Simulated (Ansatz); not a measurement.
**Zr (P6_3/mmc), one atom moved over a plane**

Method: DFT PBEsol, scalar-relativistic, plane waves, PAW in Ansatz. The runs took a 420 eV cutoff, a Γ-centred 18×18×10 mesh and Gaussian smearing (0.15 eV). No spin polarisation. Energies are free energies at this smearing, counted from the undisturbed cell; pressure is positive in compression.

The starting cell (as given, not relaxed at this level; it stands at -3.3 GPa):

```yaml
crystal:
  lattice:
    - [3.23200, 0.00000, 0.00000]
    - [-1.61600, 2.79899, 0.00000]
    - [0.00000, 0.00000, 5.14700]
  atoms:
    - { symbol: Zr, position: [0.33333, 0.66667, 0.25000] }
    - { symbol: Zr, position: [0.66667, 0.33333, 0.75000] }
```

Atom 1 (Zr) is moved by p along (0.000, 1.000, 0.000) and q along (0.000, 0.000, 1.000) (Å), all else fixed. Points are written (p, q).

Energy above the undisturbed cell in eV/cell (a dash: not computed):

```csv
p \ q,-0.300,-0.150,0.000,0.150,0.300
-0.300,?,0.08,0.03,0.08,?
-0.150,0.22,0.05,0.01,0.05,0.22
0.000,0.22,0.05,0.00,0.05,0.22
0.150,0.22,0.05,?,0.05,0.22
0.300,0.24,0.08,?,0.08,0.24
```

**Question.** Fill in the withheld energies.

**Answer.** (-0.300, -0.300): 0.24; (-0.300, 0.300): 0.24; (0.150, 0.000): 0.01; (0.300, 0.000): 0.04.